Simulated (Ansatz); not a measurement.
The system is Hg.

```
Hg
1.0
     3.41330    0.00000    0.00000
     0.00000    5.49913    0.00000
    -1.69985    0.00000    3.02413
Hg
2
Direct
  0.34844 0.75000 0.19577
  0.65156 0.25000 0.80423
```

| Quantity | Value |
| --- | --- |
| Program | Ansatz 0.2.0 |
| Task | single point |
| Functional | PBE |
| Potentials or basis | Ansatz PAW |
| Cutoff | 420 eV (not typed: the program's choice for these potentials) |
| k mesh | 9 × 5 × 9 |
| Occupations | fermi-dirac, width 0.05 eV |
| Spin | no spin polarisation |

On this cell: pressure 0.9 GPa; largest force 0.008 eV/Å; band gap on the k mesh none (metal or under the smearing width).

The same run follows on a disturbed copy (atoms moved at random, drawn with an rms of 0.05 Å):

```
Hg
1.0
     3.41330    0.00000    0.00000
     0.00000    5.49913    0.00000
    -1.69985    0.00000    3.02413
Hg
2
Cartesian
  0.8165 4.1202 0.6153
  0.7972 1.3461 2.4063
```

Task: What does the disturbed cell give?

Result: The energy (extrapolated to zero smearing) moves by +0.5 meV/atom; pressure 0.9 GPa; largest force 0.040 eV/Å; band gap on the k mesh none (metal or under the smearing width).

Forces in eV/Å, atoms in the order of the input:
```
Hg  -0.001 -0.037 -0.015
Hg   0.001  0.037  0.015
```

Stress tensor (GPa, compression positive):
```
 0.62  0.00 -0.04
 0.00  1.13  0.04
-0.04  0.04  0.92
```
